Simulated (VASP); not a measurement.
# Sb (I4/mmm) in VASP: notebook, part 2 of 2

VASP 6.6.1. Earlier steps stand in the parts before.

### 5 Single point, r2SCAN

The input, INCAR:

```
SYSTEM = Sb
PREC = Accurate
ENCUT = 200
EDIFF = 1E-6
ISMEAR = 0
SIGMA = 0.1
LREAL = .FALSE.
LASPH = .TRUE.
NELM = 100
ALGO = Normal
ISIF = 2
LWAVE = .FALSE.
LCHARG = .FALSE.
METAGGA = R2SCAN
LMIXTAU = .TRUE.
ADDGRID = .FALSE.
```

The input, KPOINTS:

```
regular mesh
0
G
  11 11 11
  0 0 0
```

The input, POSCAR:

```
Sb
1.0
   -1.5638750000      1.6131910000      2.7402030000
    1.6104090000     -1.5604430000      2.7365900000
    1.5281950000      1.5247630000     -2.7095380000
Sb
1
Direct
    0.0004760000      0.0218010000      0.0165680000
```

Potentials or basis: VASP PAW PBE potentials, release 64 (Sb).

Command:

```bash
cat potpaw_PBE.64/Sb/POTCAR > POTCAR
mpirun -np 1 vasp_std > vasp.out
```

OUTCAR:

```text
SYSTEM = Sb
   PREC = Accurate
   ENCUT = 200
   EDIFF = 1E-6
   ISMEAR = 0
   LREAL = .FALSE.
   LASPH = .TRUE.
   NELM = 100
   ISIF = 2
   METAGGA = R2SCAN

 Found    666 irreducible k-points:

 Following reciprocal coordinates:
            Coordinates               Weight
  0.000000  0.000000  0.000000      1.000000
  0.090909  0.000000  0.000000      2.000000
  0.181818 -0.000000  0.000000      2.000000
  0.272727  0.000000 -0.000000      2.000000
  0.363636 -0.000000  0.000000      2.000000
  0.454545  0.000000 -0.000000      2.000000
   k-points           NKPTS =    666   k-points in BZ     NKDIM =    666   number of bands    NBANDS=      6
   number of dos      NEDOS =    301   number of ions     NIONS =      1
   total plane-waves  NPLWV =   4096
   dimension x,y,z NGX =    16 NGY =   16 NGZ =   16
   dimension x,y,z NGXF=    32 NGYF=   32 NGZF=   32
   ions per type =               1
   NGX,Y,Z   is equivalent  to a cutoff of   7.51,  7.52,  7.68 a.u.
   NGXF,Y,Z  is equivalent  to a cutoff of  15.01, 15.04, 15.36 a.u.
 SYSTEM =  Sb
   PREC   = accura    normal or accurate (medium, high low for compatibility)
   ISTART =      0    job   : 0-new  1-cont  2-samecut
   ICHARG =      2    charge: 1-file 2-atom 10-const
   ISPIN  =      1    spin polarized calculation?
   LNONCOLLINEAR =      F non collinear calculations
   LSORBIT =      F    spin-orbit coupling
   LASPH  =      T    aspherical Exc in radial PAW
   ENCUT  =  200.0 eV  14.70 Ry    3.83 a.u.   4.09  4.08  3.99*2*pi/ulx,y,z
   NELM   =    100;   NELMIN=  2; NELMDL= -5     # of ELM steps
   EDIFF  = 0.1E-05   stopping-criterion for ELM
   LREAL  =      F    real-space projection
   EDIFFG = 0.1E-04   stopping-criterion for IOM
   NSW    =      0    number of steps for IOM
   IBRION =     -1    ionic relax: 0-MD 1-quasi-New 2-CG
   NFREE  =      0    steps in history (QN), initial steepest desc. (CG)
   ISIF   =      2    stress and relaxation
   ISYM   =      2    0-nonsym 1-usesym 2-fastsym
   POTIM  = 0.5000    time-step for ionic-motion
   TEBEG  =    0.0;   TEEND  =   0.0 temperature during run
   PSTRESS=    0.0 pullay stress
   NELECT =       5.0000    total number of electrons
   NUPDOWN=      -1.0000    fix difference up-down
   EMIN   =  10.00;   EMAX   =-10.00  energy-range for DOS
   EFERMI =   0.00;   METHOD = LEGACY
   ISMEAR =     0;   SIGMA  =   0.10  broadening in eV -4-tet -1-fermi 0-gaus
   EFERMI_NEDOS =   21; number of points for ismear=-14 and -15
   IALGO  =     38    algorithm
   IMIX   =      4    mixing-type and parameters
     AMIX     =   0.40;   BMIX     =  1.00
     AMIX_MAG =   1.60;   BMIX_MAG =  1.00
  volume/ion in A,a.u.               =      26.96       181.95
  Fermi-wavevector in a.u.,A,eV,Ry     =   0.933573  1.764197 11.858272  0.871558
  Thomas-Fermi vector in A             =   2.060288
   LORBIT       =      0    0 simple, 1 ext, 2 COOP (PROOUT), +10 PAW based schemes
   METAGGA = R2SCAN    functional components
   LHFCALC =     F    Hartree Fock is set to
   AEXX    =    0.0000 exact exchange contribution
   IVDW    =     0    specifies the selected vdW correction
   LEPSILON=     F    determine dielectric tensor
   LRPA    =     F    only Hartree local field effects (RPA)
 non-spin polarized calculation
 Gauss-broadening in eV      SIGMA  =   0.10
  energy-cutoff  :      200.00
  volume of cell :       26.96
 maximum number of plane-waves:       182
   NGX =  9   NGY =  9   NGZ =  7

 number of electron       5.0000001 magnetization

 Free energy of the ion-electron system (eV)
  ---------------------------------------------------
  ext. energy  EPLUGINS =         0.00000000
  ---------------------------------------------------
  free energy    TOTEN  =       -25.25903392 eV

  energy without entropy =      -25.25484194  energy(sigma->0) =      -25.25693793

 E-fermi :   8.4761     XC(G=0): -10.7813

 val. band max:        8.4679512220   @ k =   0.0000   0.1818   0.4545
 cond. band min:       8.4783127271   @ k =   0.1818   0.1818   0.0000
 fundamental gap:      0.0103615051
 Fermi energy:         8.4761304901

 k-point     1 :       0.0000    0.0000    0.0000
  band No.  band energies     occupation
      1      -5.1362      2.00000
      2      13.1626      0.00000
      3      14.1996      0.00000
      4      14.2529      0.00000
      5      18.1095      0.00000
      6      19.3526      0.00000

 k-point     2 :       0.0909    0.0000    0.0000
  band No.  band energies     occupation
      1      -4.9636      2.00000
      2      12.2743      0.00000
      3      13.2027      0.00000
      4      14.1986      0.00000
      5      18.1538      0.00000
      6      18.6204      0.00000
[... 28 lines left out ...]
 k-point     6 :       0.4545    0.0000   -0.0000
  band No.  band energies     occupation
      1      -1.3815      2.00000
      2       2.6195      2.00000
      3      10.4369      0.00000
      4      14.3454      0.00000
      5      15.1322      0.00000
      6      19.1316      0.00000

 [... further k-points ...]

------------------------ aborting loop because EDIFF is reached ----------------------------------------

  FORCE on cell =-STRESS in cart. coord.  units (eV):
  Direction    XX          YY          ZZ          XY          YZ          ZX
  --------------------------------------------------------------------------------------
  -------------------------------------------------------------------------------------
  Total        0.1317370      0.1347046      0.2259944     -0.0316315      0.0138336     -0.0113573
  in kB        7.8283199      8.0046635     13.4294599     -1.8796636      0.8220434     -0.6748920
  external PRESSURE =       9.7541478 kB  Pullay stress =       0.0000000 kB

 VOLUME and BASIS-vectors are now :
 -----------------------------------------------------------------------------
  energy-cutoff  :      200.00
  volume of cell :       26.96
      direct lattice vectors                 reciprocal lattice vectors
    -1.563875000  1.613191000  2.740203000     0.002055809  0.316948054  0.179518554
     1.610409000 -1.560443000  2.736590000     0.317083613  0.001847581  0.179876686
     1.528195000  1.524763000 -2.709538000     0.322328449  0.322401118 -0.005843793

 POSITION                                       TOTAL-FORCE (eV/Angst)
 -----------------------------------------------------------------------------------
      0.05968     -0.00799      0.01607         0.000000      0.000000      0.000000
 -----------------------------------------------------------------------------------
    total drift:                               -0.000003     -0.000001      0.000001

  FREE ENERGIE OF THE ION-ELECTRON SYSTEM (eV)
  ---------------------------------------------------
  free  energy   TOTEN  =       -25.2590339191 eV

  energy  without entropy=      -25.2548419434  energy(sigma->0) =      -25.25693793
```

OSZICAR:

```text
N       E                     dE             d eps       ncg     rms          rms(c)
DAV:   1    -0.203096024162E+02   -0.20310E+02   -0.10357E+03  8040   0.266E+02
DAV:   2    -0.258021170675E+02   -0.54925E+01   -0.50993E+01 10794   0.483E+01
DAV:   3    -0.258781000658E+02   -0.75983E-01   -0.75280E-01  9540   0.581E+00
DAV:   4    -0.258782574304E+02   -0.15736E-03   -0.15733E-03 10968   0.303E-01
DAV:   5    -0.258782576875E+02   -0.25706E-06   -0.25566E-06  9738   0.901E-03    0.186E+00
DAV:   6    -0.251457936111E+02    0.73246E+00   -0.11976E-01  8532   0.287E+00    0.125E+00
DAV:   7    -0.253515473102E+02   -0.20575E+00   -0.10124E-01  7998   0.270E+00    0.142E-01
DAV:   8    -0.252588998148E+02    0.92647E-01   -0.57487E-02  8376   0.208E+00    0.736E-02
DAV:   9    -0.252583689491E+02    0.53087E-03   -0.43293E-04 10674   0.190E-01    0.837E-02
DAV:  10    -0.252576759280E+02    0.69302E-03   -0.14447E-03  8022   0.325E-01    0.498E-02
DAV:  11    -0.252579988528E+02   -0.32292E-03   -0.45510E-04  8598   0.179E-01    0.582E-02
DAV:  12    -0.252588832371E+02   -0.88438E-03   -0.35223E-04  8016   0.148E-01    0.367E-02
DAV:  13    -0.252589738773E+02   -0.90640E-04   -0.54128E-05  9552   0.746E-02    0.281E-02
DAV:  14    -0.252590244808E+02   -0.50604E-04   -0.30439E-05  8292   0.516E-02    0.781E-03
DAV:  15    -0.252590321485E+02   -0.76677E-05   -0.21221E-06  8400   0.131E-02    0.684E-03
DAV:  16    -0.252590339134E+02   -0.17650E-05   -0.19978E-06  8286   0.117E-02    0.317E-03
DAV:  17    -0.252590339191E+02   -0.57164E-08   -0.58742E-07  4122   0.880E-03
   1 F= -.25259034E+02 E0= -.25256938E+02  d E =-.419198E-02
```

stdout:

```text
POSCAR found type information on POSCAR Sb
 POSCAR found :  1 types and       1 ions
 scaLAPACK will be used
 -----------------------------------------------------------------------------
|                                                                             |
|                                                                             |
|     You enforced a specific xc type in the INCAR file but a different       |
|     I HOPE YOU KNOW WHAT YOU ARE DOING!                                     |
|                                                                             |
 -----------------------------------------------------------------------------

 LDA part: xc-table for (None), standard interpolation
 POSCAR, INCAR and KPOINTS ok, starting setup
 FFT: planning ... GRIDC
 FFT: planning ... GRID_SOFT
 FFT: planning ... GRID
 WAVECAR not read
 entering main loop
```

Wall time 28 s (1 thread of Intel Xeon 6975P-C (Granite Rapids), shared host); peak memory 0.13 GiB.

The run converged, but some of its settings lie outside the range that counts as converged, so its numbers aren't taken as properties of the crystal.

What came out:

| Property | Result |
| --- | --- |
| Free energy | -25.2590 eV |
| Pressure | 1.0 GPa |
| Band gap on the k mesh | none (metal or under the smearing width) |

Caveat: the cutoff is under 1.25 times the usual one of these potentials, so pressure, stress and relaxed cells hold a basis-set (Pulay) error; the PAW data sets were made with another functional, which shifts forces and pressure a little.

### 6 Single point, r2SCAN

Edit INCAR of step 5 so:

```diff
@@ -2,3 +2,3 @@
 PREC = Accurate
-ENCUT = 200
+ENCUT = 300
 EDIFF = 1E-6
```

The input, KPOINTS:

```
regular mesh
0
G
  9 9 9
  0 0 0
```

The input, POSCAR:

```
Sb
1.0
   -1.5765401831      1.5765401831      2.7119384313
    1.5765401831     -1.5765401831      2.7119384313
    1.5765401831      1.5765401831     -2.7119384313
Sb
1
Direct
    0.0000000000      0.0000000000      0.0000000000
```

Potentials or basis: VASP PAW PBE potentials, release 64 (Sb).

Command:

```bash
cat potpaw_PBE.64/Sb/POTCAR > POTCAR
mpirun -np 1 vasp_std > vasp.out
```

Run time: 13 s. Hardware: 1 thread of Intel Xeon 6975P-C (Granite Rapids), shared host; peak memory 0.12 GiB.

These settings aren't checked as converged: the numbers below hold their error.

Results:

```
Free energy            : -25.2807 eV
Pressure               : 1.2 GPa
Band gap on the k mesh : none (metal or under the smearing width)
```

Caveat: the PAW data sets were made with another functional, which shifts forces and pressure a little.
